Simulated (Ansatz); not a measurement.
We consider wurtzite BeO, described by r²SCAN0 (plane waves, PAW; Ansatz, a quantum-chemistry and plane-wave program).

Settings: plane-wave cutoff 520 eV, 12×12×6 k mesh (along the axes of the cell as run), Fermi–Dirac smearing 0.01 eV, scalar-relativistic PAW data made under PBE.

Computed at the level's own relaxed cell.

Task: What does this level give for the lattice constant a, c axis length, band gap and width of the whole s-p valence band?

Result: 
* **lattice constant a**: 2.675 Å
* **c axis length**: 4.343 Å
* **band gap**: 11.09 eV (on the SCF k mesh) (direct)
* **width of the whole s-p valence band**: 21.17 eV

Measured, for comparison: band gap 11.29 eV (zero-point renormalisation of 699 meV (computed, non-adiabatic AHC, without the lattice-expansion part) added back here; inputs from Miglio et al. (2020), arXiv:2011.12765); lattice constant a 2.698 Å, lattice parameter c 4.377 Å (temperature not stated, no zero-point or thermal correction; as tabulated in Wikipedia's data pages). Computed (rounded) less measured: band gap -0.20 eV, lattice constant a -0.9 %, lattice parameter c -0.8 %. A static lattice is as a rule a little smaller and stiffer than an uncorrected measurement, which narrows the difference in the lattice constant a, lattice parameter c and would widen misses of the other sign.

Computing time: around 23 core-minutes (rough).
